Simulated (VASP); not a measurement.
Crystal: Pb.

```
Pb
1.0
     0.00000    2.47502    2.47502
     2.47502    0.00000    2.47502
     2.47502    2.47502    0.00000
Pb
1
Direct
  0.00000 0.00000 0.00000
```

- Program: VASP 6.6.1
- Task: relaxation of cell and atoms
- Functional: BLYP
- Potentials or basis: VASP PAW PBE potentials, release 64 (Pb_d)
- Cutoff: 600 eV
- k mesh: 9 × 9 × 9
- Occupations: fermi-dirac, width 0.05 eV
- Spin: no spin polarisation

At the start: pressure 6.1 GPa; volume 30.32 Å³/atom.

Q: How do energy, volume and symmetry change on relaxing?

A: Over 3 steps the energy falls by 72.5 meV/atom and the volume is 34.60 Å³/atom (+14.1 %); space group Fm-3m (No. 225, to 0.05 Å).

Step by step:
| step | energy change (eV) | largest force (eV/Å) | pressure (GPa) | volume (Å³) |
| --- | --- | --- | --- | --- |
| 1 | 0.0000 | 0.0000 | 6.07 | 30.32 |
| 2 | -0.0695 | 0.0000 | -0.92 | 35.65 |
| 3 | -0.0725 | 0.0000 | 0.03 | 34.60 |

Final structure:
```
CELL_PARAMETERS angstrom
0.00000 2.58639 2.58639
2.58639 0.00000 2.58639
2.58639 2.58639 0.00000
ATOMIC_POSITIONS crystal
Pb 0.00000 0.00000 0.00000
```

The cell as given is a measured one (30.32 Å³/atom); BLYP puts the equilibrium volume +14.1 % from it, thermal expansion not counted.

Caveat: the PAW data sets were made with another functional, which shifts forces and pressure a little; the volume moved by +14 % from the deposited cell, more than functionals usually miss.
